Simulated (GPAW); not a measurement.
# TiO2 (P4_2/mnm) in GPAW: notebook

The runs below take TiO2 through relaxation of cell and atoms, with PW91, SOGGA.

All numbers are computed with GPAW 26.7.0; they aren't measurements. Logs are shortened: lines on timing, memory, paths and dates and some standing lists are left out, and cuts for length are marked. The log counts tension as positive stress, the text compression.

## Step 1: Starting point

It takes space group P4_2/mnm (No. 136, tetragonal). Conventional cell: a = 4.600 Å, b = 4.600 Å, c = 2.959 Å, α = 90.00°, β = 90.00°, γ = 90.00°. Ti (site symmetry mmm) is surrounded by 6 O at 1.95 to 1.98 Å. O (site symmetry m2m) has 3 Ti at 1.95 to 1.98 Å as nearest neighbours.

The cell is a database's computed one.

## Step 2: Relaxation of cell and atoms, PW91

Input file run.py:

```python
from ase.filters import FrechetCellFilter
from ase.io import read, write
from ase.optimize import BFGS
from gpaw import GPAW, PW, setup_paths

setup_paths.insert(0, '.')

atoms = read('TiO2.xyz')

calc = GPAW(mode=PW(800),
            xc='GGA_X_PW91+GGA_C_PW91',
            kpts={'size': (4, 4, 6), 'gamma': True},
            occupations={'name': 'fermi-dirac', 'width': 0.05},
            nbands=43,
            convergence={'density': 1e-06, 'energy': 1e-06, 'eigenstates': 1e-10},
            maxiter=150,
            txt='gpaw.txt')
atoms.calc = calc
opt = BFGS(FrechetCellFilter(atoms), trajectory='relax.traj', logfile='-')
done = opt.run(fmax=0.05, steps=40)
calc.write('gs.gpw')
write('result.traj', atoms)
print('Converged:', done)
print('Cell:', atoms.cell.cellpar().round(4))
print('Volume:', round(atoms.get_volume(), 4))
print(atoms.get_scaled_positions().round(5))
```

Input file TiO2.xyz:

```xyz
6
Lattice="4.5998373239 0.0000000000 0.0000000000 0.0000000000 4.5998373239 0.0000000000 0.0000000000 0.0000000000 2.9592135600" Properties=species:S:1:pos:R:3 pbc="T T T"
Ti     0.0000000000      0.0000000000      1.4796067800
Ti     2.2999186620      2.2999186620      0.0000000000
O      1.3998285662      1.3998285662      1.4796067800
O      0.9000900958      3.6997472281      0.0000000000
O      3.6997472281      0.9000900958      0.0000000000
O      3.2000087577      3.2000087577      1.4796067800
```

Potentials or basis: PAW data sets generated in the run's folder for this functional, pw.

Command:

```bash
gpaw-setup -f GGA_X_PW91+GGA_C_PW91 O Ti
OMP_NUM_THREADS=1 python run.py
```

gpaw.txt:

```text
__  _  _
 | _ |_)|_||  |
 |__||  | ||/\| - 26.7.0

Input parameters:
  mode=PW(ecut=800.0),
  convergence={'density': 1e-06, 'energy': 1e-06, 'eigenstates': 1e-10},
  kpts=MonkhorstPack(size=(4, 4, 6), gamma=True),
  maxiter=150,
  nbands=43,
  occupations=Occupations(name='fermi-dirac', width=0.05),
  xc=XC(name='GGA_X_PW91+GGA_C_PW91')

Diagonalizing LCAO Hamiltonian
Converting LCAO to pw mode
    .----------.
   /|          |
  / |          |
 *  |      O   |
 |  .O---------.
 Ti/  O Ti    /
 |/       O  /
 *----------*

Atoms  # Å, Bohr magnetons
|   | symbol |        x |        y |        z |    initial magnetic moments |
|---|--------|----------|----------|----------|-----------------------------|
| 0 |     Ti | 0.000000 | 0.000000 | 1.479607 | ( 0.0000,  0.0000,  0.0000) |
| 1 |     Ti | 2.299919 | 2.299919 | 0.000000 | ( 0.0000,  0.0000,  0.0000) |
| 2 |      O | 1.399829 | 1.399829 | 1.479607 | ( 0.0000,  0.0000,  0.0000) |
| 3 |      O | 0.900090 | 3.699747 | 0.000000 | ( 0.0000,  0.0000,  0.0000) |
| 4 |      O | 3.699747 | 0.900090 | 0.000000 | ( 0.0000,  0.0000,  0.0000) |
| 5 |      O | 3.200009 | 3.200009 | 1.479607 | ( 0.0000,  0.0000,  0.0000) |

Unit cell  # Å
| periodic |        x |        y |        z |  lengths |    angles |
|----------|----------|----------|----------|----------|-----------|
|      yes | 4.599837 | 0.000000 | 0.000000 | 4.599837 | 90.000000 |
|      yes | 0.000000 | 4.599837 | 0.000000 | 4.599837 | 90.000000 |
|      yes | 0.000000 | 0.000000 | 2.959214 | 2.959214 | 90.000000 |

Number of symmetries: 8
Symmetry operations  # r_c * U_cc + t_c -> r_c
|   | kind |            matrix            |
|---|------|------------------------------|
| 0 |  E   |  1, 0, 0,  0, 1, 0,  0, 0, 1 |
| 1 |  σ   |  1, 0, 0,  0, 1, 0,  0, 0,-1 |
| 2 |  σ   |  0, 1, 0,  1, 0, 0,  0, 0, 1 |
| 3 |  C2  |  0, 1, 0,  1, 0, 0,  0, 0,-1 |
| 4 |  σ   |  0,-1, 0, -1, 0, 0,  0, 0, 1 |
| 5 |  C2  |  0,-1, 0, -1, 0, 0,  0, 0,-1 |
| 6 |  C2  | -1, 0, 0,  0,-1, 0,  0, 0, 1 |
| 7 |  i   | -1, 0, 0,  0,-1, 0,  0, 0,-1 |
[... 192 lines left out ...]
Gap: 1.865 eV
Transition (v -> c):
  (s=0, k=0, n=23, [0.00, 0.00, 0.00]) -> (s=0, k=0, n=24, [0.00, 0.00, 0.00])
No difference between direct/indirect transitions

Stress tensor  # eV/Ang^3
|         x |         y |         z |
|-----------|-----------|-----------|
| -0.028935 | -0.000000 |  0.000000 |
| -0.000000 | -0.028935 |  0.000000 |
|  0.000000 |  0.000000 | -0.026797 |

Forces  # eV/Ang
|        x |        y |       z |
|----------|----------|---------|
| -0.00000 | -0.00000 | 0.00000 |  # Ti   0
|  0.00000 |  0.00000 | 0.00000 |  # Ti   1
| -0.01527 | -0.01527 | 0.00000 |  # O    2
|  0.01527 | -0.01527 | 0.00000 |  # O    3
| -0.01527 |  0.01527 | 0.00000 |  # O    4
|  0.01527 |  0.01527 | 0.00000 |  # O    5

Interpolating wave functions to new cell

                 O
            O
       Ti   O
              Ti
                 O

Atoms  # Å, Bohr magnetons
|   | symbol |         x |         y |        z |    initial magnetic moments |
|---|--------|-----------|-----------|----------|-----------------------------|
| 0 |     Ti | -0.000000 | -0.000000 | 1.480592 | ( 0.0000,  0.0000,  0.0000) |
| 1 |     Ti |  2.301573 |  2.301573 | 0.000000 | ( 0.0000,  0.0000,  0.0000) |
| 2 |      O |  1.400617 |  1.400617 | 1.480592 | ( 0.0000,  0.0000,  0.0000) |
| 3 |      O |  0.900956 |  3.702190 | 0.000000 | ( 0.0000,  0.0000,  0.0000) |
| 4 |      O |  3.702190 |  0.900956 | 0.000000 | ( 0.0000,  0.0000,  0.0000) |
| 5 |      O |  3.202528 |  3.202528 | 1.480592 | ( 0.0000,  0.0000,  0.0000) |

Unit cell  # Å
| periodic |        x |        y |        z |  lengths |    angles |
|----------|----------|----------|----------|----------|-----------|
|      yes | 4.603145 | 0.000000 | 0.000000 | 4.603145 | 90.000000 |
|      yes | 0.000000 | 4.603145 | 0.000000 | 4.603145 | 90.000000 |
|      yes | 0.000000 | 0.000000 | 2.961184 | 2.961184 | 90.000000 |

Number of symmetries: 8
Symmetry operations  # r_c * U_cc + t_c -> r_c
|   | kind |            matrix            |
[... 255 lines left out ...]
| 7 |  i   | -1, 0, 0,  0,-1, 0,  0, 0,-1 |
[... 213 lines left out ...]
                 O
            O
       Ti   O
              Ti
                 O

Atoms  # Å, Bohr magnetons
|   | symbol |        x |         y |         z |    initial magnetic moments |
|---|--------|----------|-----------|-----------|-----------------------------|
| 0 |     Ti | 0.000000 | -0.000000 |  1.488098 | ( 0.0000,  0.0000,  0.0000) |
| 1 |     Ti | 2.315191 |  2.315191 |  0.000000 | ( 0.0000,  0.0000,  0.0000) |
| 2 |      O | 1.409245 |  1.409245 |  1.488098 | ( 0.0000,  0.0000,  0.0000) |
| 3 |      O | 0.905946 |  3.724436 |  0.000000 | ( 0.0000,  0.0000,  0.0000) |
| 4 |      O | 3.724436 |  0.905946 | -0.000000 | ( 0.0000,  0.0000,  0.0000) |
| 5 |      O | 3.221137 |  3.221137 |  1.488098 | ( 0.0000,  0.0000,  0.0000) |

Unit cell  # Å
| periodic |         x |         y |         z |  lengths |    angles |
|----------|-----------|-----------|-----------|----------|-----------|
|      yes |  4.630382 | -0.000000 |  0.000000 | 4.630382 | 90.000000 |
|      yes | -0.000000 |  4.630382 | -0.000000 | 4.630382 | 90.000000 |
|      yes |  0.000000 | -0.000000 |  2.976196 | 2.976196 | 90.000001 |

Number of symmetries: 8
Symmetry operations  # r_c * U_cc + t_c -> r_c
|   | kind |            matrix            |
|---|------|------------------------------|
| 0 |  E   |  1, 0, 0,  0, 1, 0,  0, 0, 1 |
| 1 |  σ   |  1, 0, 0,  0, 1, 0,  0, 0,-1 |
| 2 |  σ   |  0, 1, 0,  1, 0, 0,  0, 0, 1 |
| 3 |  C2  |  0, 1, 0,  1, 0, 0,  0, 0,-1 |
| 4 |  σ   |  0,-1, 0, -1, 0, 0,  0, 0, 1 |
| 5 |  C2  |  0,-1, 0, -1, 0, 0,  0, 0,-1 |
| 6 |  C2  | -1, 0, 0,  0,-1, 0,  0, 0, 1 |
| 7 |  i   | -1, 0, 0,  0,-1, 0,  0, 0,-1 |
[... 212 lines left out ...]
                 O
            O
       Ti   O
              Ti
                 O

Atoms  # Å, Bohr magnetons
|   | symbol |        x |        y |         z |    initial magnetic moments |
|---|--------|----------|----------|-----------|-----------------------------|
| 0 |     Ti | 0.000000 | 0.000000 |  1.488040 | ( 0.0000,  0.0000,  0.0000) |
| 1 |     Ti | 2.316988 | 2.316988 |  0.000000 | ( 0.0000,  0.0000,  0.0000) |
| 2 |      O | 1.412916 | 1.412916 |  1.488040 | ( 0.0000,  0.0000,  0.0000) |
| 3 |      O | 0.904072 | 3.729904 | -0.000000 | ( 0.0000,  0.0000,  0.0000) |
| 4 |      O | 3.729904 | 0.904072 | -0.000000 | ( 0.0000,  0.0000,  0.0000) |
| 5 |      O | 3.221061 | 3.221061 |  1.488040 | ( 0.0000,  0.0000,  0.0000) |

Unit cell  # Å
| periodic |        x |         y |         z |  lengths |    angles |
|----------|----------|-----------|-----------|----------|-----------|
|      yes | 4.633977 |  0.000000 |  0.000000 | 4.633977 | 90.000000 |
|      yes | 0.000000 |  4.633977 | -0.000000 | 4.633977 | 90.000000 |
|      yes | 0.000000 | -0.000000 |  2.976080 | 2.976080 | 90.000000 |

Number of symmetries: 8
Symmetry operations  # r_c * U_cc + t_c -> r_c
|   | kind |            matrix            |
|---|------|------------------------------|
| 0 |  E   |  1, 0, 0,  0, 1, 0,  0, 0, 1 |
| 1 |  σ   |  1, 0, 0,  0, 1, 0,  0, 0,-1 |
| 2 |  σ   |  0, 1, 0,  1, 0, 0,  0, 0, 1 |
| 3 |  C2  |  0, 1, 0,  1, 0, 0,  0, 0,-1 |
| 4 |  σ   |  0,-1, 0, -1, 0, 0,  0, 0, 1 |
| 5 |  C2  |  0,-1, 0, -1, 0, 0,  0, 0,-1 |
| 6 |  C2  | -1, 0, 0,  0,-1, 0,  0, 0, 1 |
| 7 |  i   | -1, 0, 0,  0,-1, 0,  0, 0,-1 |
[... 213 lines left out ...]
                 O
            O
       Ti   O
              Ti
                 O

Atoms  # Å, Bohr magnetons
|   | symbol |        x |        y |        z |    initial magnetic moments |
|---|--------|----------|----------|----------|-----------------------------|
| 0 |     Ti | 0.000000 | 0.000000 | 1.487679 | ( 0.0000,  0.0000,  0.0000) |
| 1 |     Ti | 2.317113 | 2.317113 | 0.000000 | ( 0.0000,  0.0000,  0.0000) |
| 2 |      O | 1.413367 | 1.413367 | 1.487679 | ( 0.0000,  0.0000,  0.0000) |
| 3 |      O | 0.903745 | 3.730481 | 0.000000 | ( 0.0000,  0.0000,  0.0000) |
| 4 |      O | 3.730481 | 0.903745 | 0.000000 | ( 0.0000,  0.0000,  0.0000) |
| 5 |      O | 3.220858 | 3.220858 | 1.487679 | ( 0.0000,  0.0000,  0.0000) |

Unit cell  # Å
| periodic |         x |         y |        z |  lengths |    angles |
|----------|-----------|-----------|----------|----------|-----------|
|      yes |  4.634226 | -0.000000 | 0.000000 | 4.634226 | 90.000000 |
|      yes | -0.000000 |  4.634226 | 0.000000 | 4.634226 | 90.000000 |
|      yes |  0.000000 | -0.000000 | 2.975358 | 2.975358 | 90.000000 |

Number of symmetries: 8
Symmetry operations  # r_c * U_cc + t_c -> r_c
|   | kind |            matrix            |
|---|------|------------------------------|
| 0 |  E   |  1, 0, 0,  0, 1, 0,  0, 0, 1 |
| 1 |  σ   |  1, 0, 0,  0, 1, 0,  0, 0,-1 |
| 2 |  σ   |  0, 1, 0,  1, 0, 0,  0, 0, 1 |
| 3 |  C2  |  0, 1, 0,  1, 0, 0,  0, 0,-1 |
| 4 |  σ   |  0,-1, 0, -1, 0, 0,  0, 0, 1 |
| 5 |  C2  |  0,-1, 0, -1, 0, 0,  0, 0,-1 |
| 6 |  C2  | -1, 0, 0,  0,-1, 0,  0, 0, 1 |
| 7 |  i   | -1, 0, 0,  0,-1, 0,  0, 0,-1 |
[... 212 lines left out ...]
                 O
            O
       Ti   O
              Ti
                 O

Atoms  # Å, Bohr magnetons
|   | symbol |        x |        y |         z |    initial magnetic moments |
|---|--------|----------|----------|-----------|-----------------------------|
| 0 |     Ti | 0.000000 | 0.000000 |  1.486643 | ( 0.0000,  0.0000,  0.0000) |
| 1 |     Ti | 2.317562 | 2.317562 | -0.000000 | ( 0.0000,  0.0000,  0.0000) |
| 2 |      O | 1.414102 | 1.414102 |  1.486643 | ( 0.0000,  0.0000,  0.0000) |
| 3 |      O | 0.903460 | 3.731663 | -0.000000 | ( 0.0000,  0.0000,  0.0000) |
| 4 |      O | 3.731663 | 0.903460 | -0.000000 | ( 0.0000,  0.0000,  0.0000) |
| 5 |      O | 3.221022 | 3.221022 |  1.486643 | ( 0.0000,  0.0000,  0.0000) |

Unit cell  # Å
| periodic |         x |         y |         z |  lengths |    angles |
|----------|-----------|-----------|-----------|----------|-----------|
|      yes |  4.635124 | -0.000000 |  0.000000 | 4.635124 | 90.000000 |
|      yes | -0.000000 |  4.635124 | -0.000000 | 4.635124 | 90.000000 |
|      yes |  0.000000 | -0.000000 |  2.973286 | 2.973286 | 90.000001 |

Number of symmetries: 8
Symmetry operations  # r_c * U_cc + t_c -> r_c
|   | kind |            matrix            |
|---|------|------------------------------|
| 0 |  E   |  1, 0, 0,  0, 1, 0,  0, 0, 1 |
| 1 |  σ   |  1, 0, 0,  0, 1, 0,  0, 0,-1 |
| 2 |  σ   |  0, 1, 0,  1, 0, 0,  0, 0, 1 |
| 3 |  C2  |  0, 1, 0,  1, 0, 0,  0, 0,-1 |
| 4 |  σ   |  0,-1, 0, -1, 0, 0,  0, 0, 1 |
| 5 |  C2  |  0,-1, 0, -1, 0, 0,  0, 0,-1 |
| 6 |  C2  | -1, 0, 0,  0,-1, 0,  0, 0, 1 |
| 7 |  i   | -1, 0, 0,  0,-1, 0,  0, 0,-1 |
[... 200 lines left out ...]
Forces  # eV/Ang
|        x |        y |       z |
|----------|----------|---------|
|  0.00000 |  0.00000 | 0.00000 |  # Ti   0
|  0.00000 |  0.00000 | 0.00000 |  # Ti   1
| -0.01890 | -0.01890 | 0.00000 |  # O    2
|  0.01889 | -0.01889 | 0.00000 |  # O    3
| -0.01889 |  0.01889 | 0.00000 |  # O    4
|  0.01890 |  0.01890 | 0.00000 |  # O    5

# Writing to gs.gpw (mode='')
```

It took 7.2 min on 1 thread of Arm Neoverse V1, shared host; peak memory 0.41 GiB.

What came out:

- Free energy: -52.6503 eV
- Relaxed volume: 10.65 Å³/atom
- Relaxed cell: a = 4.635 Å, b = 4.635 Å, c = 2.973 Å, α = 90.00°, β = 90.00°, γ = 90.00°
- Space group after relaxing (to 0.05 Å): P4_2/mnm (No. 136)
- Energy gained by relaxing: 3.4 meV/atom
- Ionic steps: 7
- Pressure after relaxing: 0.1 GPa
- Largest force after relaxing: 0.027 eV/Å
- Band gap on the k mesh: 1.85 eV, direct

Forces on the atoms (eV/Å):
```
Ti   0.000  0.000  0.000
Ti   0.000  0.000  0.000
O   -0.019 -0.019  0.000
O    0.019 -0.019  0.000
O   -0.019  0.019  0.000
O    0.019  0.019  0.000
```

The path:
| step | energy change (eV) | largest force (eV/Å) | pressure (GPa) | volume (Å³) |
| --- | --- | --- | --- | --- |
| 1 | 0.0000 | 0.0216 | 4.52 | 62.61 |
| 2 | -0.0038 | 0.0051 | 3.98 | 62.74 |
| 3 | -0.0190 | 0.0815 | 0.19 | 63.74 |
| 4 | -0.0195 | 0.0636 | 0.00 | 63.81 |
| 5 | -0.0204 | 0.0010 | -0.14 | 63.91 |
| 6 | -0.0205 | 0.0121 | -0.07 | 63.90 |
| 7 | -0.0206 | 0.0267 | 0.07 | 63.88 |

Final structure:
```
Ti O
1.0
     4.63512    0.00000    0.00000
     0.00000    4.63512    0.00000
     0.00000    0.00000    2.97329
Ti O
2 4
Direct
  0.00000 0.00000 0.50000
  0.50000 0.50000 0.00000
  0.30508 0.30508 0.50000
  0.19492 0.80508 0.00000
  0.80508 0.19492 0.00000
  0.69492 0.69492 0.50000
```

Levels at points of the mesh, in eV from the valence-band top:
```csv
k point,band 22,band 23,band 24,band 25,band 26,band 27
"(0.00, 0.00, 0.00)",-0.44,-0.44,0.00,1.85,2.14,2.38
"(0.00, 0.00, 0.50)",-2.25,-1.40,-1.40,2.89,2.89,3.12
"(0.50, 0.00, 0.00)",-1.59,-0.72,-0.72,2.49,2.49,2.95
"(0.50, 0.00, 0.50)",-1.99,-0.99,-0.99,1.89,1.89,3.14
"(0.50, 0.50, 0.00)",-1.27,-1.04,-1.04,1.89,1.89,2.48
"(0.50, 0.50, 0.50)",-1.22,-0.67,-0.67,2.54,2.54,3.16
```

Caveat: the k mesh is coarse; later steps reuse the first step's grids. A k mesh can miss the band edges.

## Step 3: Relaxation of cell and atoms, SOGGA

Changes to run.py since step 2:

```diff
@@ -1,4 +1,5 @@
 from ase.filters import FrechetCellFilter
-from ase.io import read, write
+from ase.io import write
 from ase.optimize import BFGS
+from ase.spacegroup import crystal
 from gpaw import GPAW, PW, setup_paths
@@ -7,6 +8,13 @@
 
-atoms = read('TiO2.xyz')
+# Ti 2b
+# O 4g
+atoms = crystal(['Ti', 'O'],
+                basis=[[0.0, 0.0, 0.5],
+                       [0.30432132, 0.30432132, 0.5]],
+                spacegroup=136, setting=1,  # P4_2/mnm
+                cellpar=[4.59983732, 4.59983732, 2.95921356, 90.0, 90.0, 90.0],
+                primitive_cell=True)
 
 calc = GPAW(mode=PW(800),
-            xc='GGA_X_PW91+GGA_C_PW91',
+            xc='GGA_X_SOGGA+GGA_C_PBE_SOL',
             kpts={'size': (4, 4, 6), 'gamma': True},
@@ -19,3 +27,3 @@
 opt = BFGS(FrechetCellFilter(atoms), trajectory='relax.traj', logfile='-')
-done = opt.run(fmax=0.05, steps=40)
+done = opt.run(fmax=0.02, steps=60)
 calc.write('gs.gpw')
```

Potentials or basis: PAW data sets generated in the run's folder for this functional, pw.

Command:

```bash
gpaw-setup -f GGA_X_SOGGA+GGA_C_PBE_SOL O Ti
OMP_NUM_THREADS=1 python run.py
```

Run time: 5.9 min. Hardware: 1 thread of Arm Neoverse V1, shared host; peak memory 0.34 GiB.

Results (log left out):

| Property | Result |
| --- | --- |
| Free energy | -54.9710 eV |
| Relaxed volume | 10.36 Å³/atom |
| Relaxed cell | a = 4.592 Å, b = 4.592 Å, c = 2.947 Å, α = 90.00°, β = 90.00°, γ = 90.00° |
| Space group after relaxing (to 0.05 Å) | P4_2/mnm (No. 136) |
| Energy gained by relaxing | 0.4 meV/atom |
| Ionic steps | 5 |
| Pressure after relaxing | 0.1 GPa |
| Band gap on the k mesh | 1.85 eV, direct |

Stress tensor (GPa, compression positive):
```
 0.18  0.00  0.00
 0.00  0.18  0.00
 0.00  0.00 -0.12
```

The path:
```csv
step,energy change (eV),largest force (eV/Å),pressure (GPa),volume (Å³)
1,0.0000,0.0328,-1.79,62.61
2,-0.0009,0.0195,-1.55,62.56
3,-0.0020,0.0479,-0.16,62.24
4,-0.0021,0.0392,-0.07,62.22
5,-0.0022,0.0004,0.08,62.16
```

Final structure:
```
CELL_PARAMETERS angstrom
4.59229 0.00000 0.00000
0.00000 4.59229 0.00000
0.00000 0.00000 2.94738
ATOMIC_POSITIONS crystal
Ti 0.00000 0.00000 0.50000
Ti 0.50000 0.50000 0.00000
O 0.30428 0.30428 0.50000
O 0.69572 0.69572 0.50000
O 0.19572 0.80428 0.00000
O 0.80428 0.19572 0.00000
```

Levels at points of the mesh, in eV from the valence-band top:
| k point | band 20 | band 21 | band 22 | band 23 | band 24 | band 25 | band 26 | band 27 | band 28 | band 29 |
| --- | --- | --- | --- | --- | --- | --- | --- | --- | --- | --- |
| (0.00, 0.00, 0.00) | -1.99 | -0.70 | -0.46 | -0.46 | 0.00 | 1.85 | 2.13 | 2.41 | 2.51 | 2.51 |
| (0.00, 0.00, 0.50) | -2.79 | -2.43 | -2.43 | -1.45 | -1.45 | 3.00 | 3.00 | 3.22 | 3.22 | 3.69 |
| (0.50, 0.00, 0.00) | -3.09 | -1.65 | -1.65 | -0.76 | -0.76 | 2.53 | 2.53 | 3.05 | 3.05 | 3.60 |
| (0.50, 0.00, 0.50) | -2.41 | -2.08 | -2.08 | -1.06 | -1.06 | 1.89 | 1.89 | 3.25 | 3.25 | 3.95 |
| (0.50, 0.50, 0.00) | -2.24 | -1.31 | -1.31 | -1.09 | -1.09 | 1.89 | 1.89 | 2.54 | 2.54 | 3.88 |
| (0.50, 0.50, 0.50) | -2.76 | -1.31 | -1.31 | -0.68 | -0.68 | 2.60 | 2.60 | 3.21 | 3.21 | 3.27 |

Caveat: the k mesh is coarse; later steps reuse the first step's grids.
